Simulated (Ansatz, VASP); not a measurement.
# ZrC: VASP beside Ansatz

```xyz
2
Lattice="0.0000 2.2395 2.4832 2.2395 0.0000 2.4832 2.2395 2.2395 0.0000" Properties=species:S:1:pos:R:3 pbc="T T T"
Zr    2.2395    2.2395    2.4832
C     0.0000    0.0000    0.0000
```

Change from the starting cell: mode 4 frozen in at +0.000 Å, strain +e along z and -e/2 along x and y +0.0700.

Alike in both runs: task single point; functional LDA; k mesh 16 × 16 × 16; occupations gaussian, width 0.15 eV; no spin polarisation.

|  | VASP | Ansatz |
| --- | --- | --- |
| version | VASP 6.6.1 | Ansatz 0.2.0 |
| potentials or method | VASP PAW LDA potentials, release 64 (Zr_sv, C) | scalar-relativistic, plane waves, PAW |
| plane-wave cutoff (eV) | 520 | 520 |
| valence electrons in the cell | 16 | 16 |

Ansatz gave:

```
gap on the k mesh at the Fermi level (eV)       : none
pressure (GPa)                                  : 5.7
largest component of the traceless stress (GPa) : 26.11
```

Problem. Estimate VASP's values.

Solution. gap on the k mesh at the Fermi level (eV): none; pressure (GPa): 6.4; largest component of the traceless stress (GPa): 26.37.

A gap of «none» marks a metal or a gap that the smearing closes.
